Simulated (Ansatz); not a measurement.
The system is Tc.

```
CELL_PARAMETERS angstrom
0.00000 1.95000 1.95000
1.95000 0.00000 1.95000
1.95000 1.95000 0.00000
ATOMIC_POSITIONS crystal
Tc 0.00000 0.00000 0.00000
```

This isn't the form of Tc at room conditions, which is hcp.

```yaml
Program: Ansatz 0.2.0
Task: relaxation of cell and atoms
Functional: PBEsol
Potentials_or_basis: all-electron LAPW, scalar-relativistic
Basis_error_allowed: 0.001 eV/atom
k_mesh: 12 × 12 × 12
Occupations: fermi-dirac, width 0.05 eV
Spin: no spin polarisation
```

At the start: volume 14.83 Å³/atom.

**Question.** How do energy, volume and symmetry change on relaxing?

**Answer.** Over 5 steps the energy falls by 37.8 meV/atom and the volume is 14.07 Å³/atom (-5.1 %); space group Fm-3m (No. 225, to 0.05 Å).

Step by step:
```
step  energy change (eV)  largest force (eV/Å)  volume (Å³)
   1              0.0000                0.0000        14.83
   2             -0.0369                0.0000        14.18
   3             -0.0378                0.0000        14.06
   4             -0.0378                0.0000        14.07
   5             -0.0378                0.0000        14.07
```

Final structure:
```yaml
crystal:
  lattice:
    - [0.00000, 1.91610, 1.91610]
    - [1.91610, 0.00000, 1.91610]
    - [1.91610, 1.91610, 0.00000]
  atoms:
    - { symbol: Tc, position: [0.00000, 0.00000, 0.00000] }
```
